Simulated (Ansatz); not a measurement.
# Quadrupolar parameters in PbS

The cell is a computed structure from the Materials Project (it need not be an observed phase), taken as it stands.

```
Pb S
1.0
     2.07995   -5.99130    0.00000
     2.07995    5.99130    0.00000
     0.00000    0.00000    4.27932
Pb S
2 2
Cartesian
  2.0800 -4.4268 3.2095
  2.0800 4.4268 1.0698
  2.0800 -1.7399 3.2095
  2.0800 1.7399 1.0698
```

Sites (sets of like atoms) are named by element and the number of their first atom in this list.

Computed with Ansatz: DFT, PBE, plane waves and PAW, scalar-relativistic, 420 eV cutoff, Γ-centred 7×7×7 k-points, Fermi–Dirac smearing 0.02 eV.

C_Q = eQV_zz/h, which is 24.18 MHz for Q = 1 b and V_zz = 10²¹ V/m²; η = (V_xx − V_yy)/V_zz. Directions are in the Cartesian axes of the cell vectors above, for the atom listed; none is given where the gradient is under 0.02 or η is above 0.95.

(1) Which values are expected at the nuclei?

Answers

(1) 

```csv
site,first atom,first shell,V_zz (10²¹ V/m²),η,"direction of V_zz (x, y, z)"
Pb,1,5 S at 2.69–2.99 Å,-23.1,0.12,0.00 1.00 0.00
S,3,5 Pb at 2.69–2.99 Å,-0.44,0.76,1.00 0.00 0.00
```

At Pb V_zz points along its shortest bond, to S (within 1°).

Spin–orbit coupling is left out, which shifts gradients on Pb by a few per cent, and by more where contributions nearly cancel.
